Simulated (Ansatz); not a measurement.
**NaI: changing the functional**

The structure is cubic, space group Fm-3m (No. 225). The conventional cell has a = 6.473 Å, b = 6.473 Å, c = 6.473 Å, α = 90.00°, β = 90.00°, γ = 90.00°. Around I (site symmetry m-3m) lie 6 Na at 3.24 Å. Na (site symmetry m-3m) has 6 I at 3.24 Å as nearest neighbours.

Kept alike: task band structure; k mesh 4 × 4 × 4; occupations fermi-dirac, width 0.05 eV; no spin polarisation. Program: Ansatz, Ansatz PAW. Cutoffs run from 420 to 500 eV. The mesh is that of the run's cell of 2 atoms. No spin-orbit coupling.

| functional | band gap (eV) | pressure (GPa) |
| --- | --- | --- |
| BLYP | 3.717 | 1.44 |
| HSE06 | 4.676 | 0.16 |
| LDA | 3.329 | -1.58 |
| PBE | 3.642 | 0.47 |
| PBE0 | 5.352 | 0.12 |
| PBEsol | 3.508 | -0.45 |
| RPBE | 3.900 | 1.69 |
| r2SCAN | 4.427 | -0.05 |
| revPBE | 3.864 | 1.51 |

Pressure is positive in compression, with a Pulay correction for the finite cutoff. Spin-orbit coupling, left out here, moves the band edges of heavy atoms and can close or invert small gaps. Gaps are the smaller of the mesh's and the band path's. All rows use potentials made for PBE.

The band gap runs from 3.329 (LDA) to 5.352 eV (PBE0). From PBE: BLYP +0.075; HSE06 +1.034; LDA -0.313; PBE0 +1.710; PBEsol -0.134; RPBE +0.258; r2SCAN +0.785; revPBE +0.222. The pressure runs from -1.58 (LDA) to 1.69 GPa (RPBE). From PBE: BLYP +0.97; HSE06 -0.31; LDA -2.05; PBE0 -0.35; PBEsol -0.92; RPBE +1.22; r2SCAN -0.52; revPBE +1.04. A positive pressure means that the functional's own cell is larger than the one given, a negative one that it is smaller.
